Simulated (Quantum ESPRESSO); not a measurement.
Input of a Quantum ESPRESSO 7.5 run:

Contents of pw.in:

```
&CONTROL
  calculation = 'scf'
  prefix = 'pwscf'
  outdir = './tmp'
  pseudo_dir = './pseudo'
  tprnfor = .true.
  tstress = .true.
  disk_io = 'low'
/
&SYSTEM
  ibrav = 0
  nat = 2
  ntyp = 2
  ecutwfc = 45
  ecutrho = 360
  nbnd = 19
  occupations = 'smearing'
  smearing = 'mv'
  degauss = 0.00999582
  nspin = 2
  starting_magnetization(1) = 0.1176
  starting_magnetization(2) = 0
/
&ELECTRONS
  conv_thr = 4d-10
  electron_maxstep = 120
  mixing_beta = 0.3
/
ATOMIC_SPECIES
Co    58.9332 co_lda_v1.2.uspp.F.UPF
Al    26.9815 al_lda_v1.uspp.F.UPF
CELL_PARAMETERS angstrom
   2.8565048754    0.0000000000    0.0000000000
   0.0000000000    2.8565048754    0.0000000000
   0.0000000000    0.0000000000    2.8565048754
ATOMIC_POSITIONS crystal
Co     0.5000000000    0.5000000000    0.5000000000
Al     0.0000000000    0.0000000000    0.0000000000
K_POINTS automatic
8 8 8 0 0 0
HUBBARD {ortho-atomic}
U Co-3d 6.0
```

The input scf2.in:

```
&CONTROL
  calculation = 'scf'
  prefix = 'pwscf'
  outdir = './tmp'
  pseudo_dir = './pseudo'
  tprnfor = .true.
  tstress = .true.
  disk_io = 'low'
/
&SYSTEM
  ibrav = 0
  nat = 2
  ntyp = 2
  ecutwfc = 45
  ecutrho = 360
  nbnd = 19
  occupations = 'smearing'
  smearing = 'mv'
  degauss = 0.00999582
  nspin = 2
  starting_magnetization(1) = 0.1176
  starting_magnetization(2) = 0
/
&ELECTRONS
  conv_thr = 1d-13
  electron_maxstep = 120
  mixing_beta = 0.3
  startingpot = 'file'
  startingwfc = 'file'
/
ATOMIC_SPECIES
Co    58.9332 co_lda_v1.2.uspp.F.UPF
Al    26.9815 al_lda_v1.uspp.F.UPF
CELL_PARAMETERS angstrom
   2.8565048754    0.0000000000    0.0000000000
   0.0000000000    2.8565048754    0.0000000000
   0.0000000000    0.0000000000    2.8565048754
ATOMIC_POSITIONS crystal
Co     0.5000000000    0.5000000000    0.5000000000
Al     0.0000000000    0.0000000000    0.0000000000
K_POINTS automatic
8 8 8 0 0 0
HUBBARD {ortho-atomic}
U Co-3d 6.0
```

File hp.in:

```
&INPUTHP
  prefix = 'pwscf'
  outdir = './tmp'
  nq1 = 1
  nq2 = 1
  nq3 = 1
  conv_thr_chi = 1d-06
  niter_max = 80
  iverbosity = 1
  alpha_mix(1) = 0.15
/
```

Potentials or basis: GBRV 1.5 LDA.

Launch:

```bash
$ OMP_NUM_THREADS=1 pw.x -in pw.in > pw.out
$ OMP_NUM_THREADS=1 pw.x -in scf2.in > scf2.out
$ OMP_NUM_THREADS=1 hp.x -in hp.in > hp.out
```

Task: What does it give for the Hubbard U from linear response?

Result: 5.46 eV.

Task: Predict the absolute moment.

Result: 1.67 μB per cell.

Task: Predict the band gap on the k mesh.

Result: None (metal or under the smearing width).

Task: What does it give for the pressure?

Result: 5.6 GPa.

Eigenvalues of the final occupation matrices:
| site | spin | trace | eigenvalues |
| --- | --- | --- | --- |
| Co 1 3d | 1 | 4.69 | 0.93 0.93 0.93 0.95 0.95 |
| Co 1 3d | 2 | 3.18 | 0.24 0.24 0.90 0.90 0.90 |

Caveat: the computed U isn't converged in cell size; the U is typed as a test and isn't derived for this compound. The state reached can hang on the start; a lower one may exist.
